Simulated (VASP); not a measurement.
## CdF4: relaxation of the atoms with PBEsol

CdF4:

```
Cd F
1.0
    -2.05746    2.05746    3.89013
     2.05746   -2.05746    3.89013
     2.05746    2.05746   -3.89013
Cd F
1 4
Direct
  0.00000 0.00000 0.00000
  0.24500 0.24500 0.00000
  0.75500 0.75500 0.00000
  0.50000 0.00000 0.50000
  0.00000 0.50000 0.50000
```

The cell was built by a generator and needn't be a form met in nature.

| Item | Value |
| --- | --- |
| Program | VASP 6.6.1 |
| Task | relaxation of the atoms |
| Functional | PBEsol |
| Potentials or basis | VASP PAW PBE potentials, release 64 (Cd, F) |
| Cutoff | 520 eV |
| k mesh | 9 × 9 × 9 |
| Occupations | gaussian, width 0.05 eV |
| Spin | no spin polarisation |
| Further INCAR settings | ALGO = Normal; EDIFF = 1e-06; IBRION = 2; EDIFFG = -0.01; NSW = 40 |

```json
{"Energy gained by relaxing": "14.0 meV/atom", "Ionic steps": "3", "Pressure after relaxing": "2.9 GPa", "Band gap on the k mesh": "none (metal or under the smearing width)"}
```

Forces in eV/Å, atoms in the order of the input:
```
Cd   0.000  0.000  0.000
F    0.000  0.000 -0.002
F    0.000  0.000  0.002
F    0.000  0.000  0.000
F    0.000  0.000  0.000
```

Stress tensor (GPa, compression positive):
```
4.01 0.00 0.00
0.00 4.01 0.00
0.00 0.00 0.69
```

Step by step:
```
step  energy change (eV)  largest force (eV/Å)  pressure (GPa)
   1              0.0000                0.9944            6.23
   2             -0.0611                0.3153            4.02
   3             -0.0701                0.0024            2.91
```

Final structure:
```
CELL_PARAMETERS angstrom
-2.05746 2.05746 3.89013
2.05746 -2.05746 3.89013
2.05746 2.05746 -3.89013
ATOMIC_POSITIONS crystal
Cd 0.00000 0.00000 0.00000
F 0.25504 0.25504 0.00000
F 0.74496 0.74496 0.00000
F 0.50000 0.00000 0.50000
F 0.00000 0.50000 0.50000
```

Levels at points of the mesh, in eV from the Fermi level:
```csv
k point,band 18,band 19,band 20,band 21,band 22,band 23
"(0.00, 0.00, 0.00)",-0.83,-0.63,-0.16,-0.16,6.24,13.83
```

Wall time 3.5 min on 1 thread of AMD EPYC 9R45 (Zen 5), on a shared host, peak memory 0.24 GiB.

Caveat: the PAW data sets were made with another functional, which shifts forces and pressure a little.
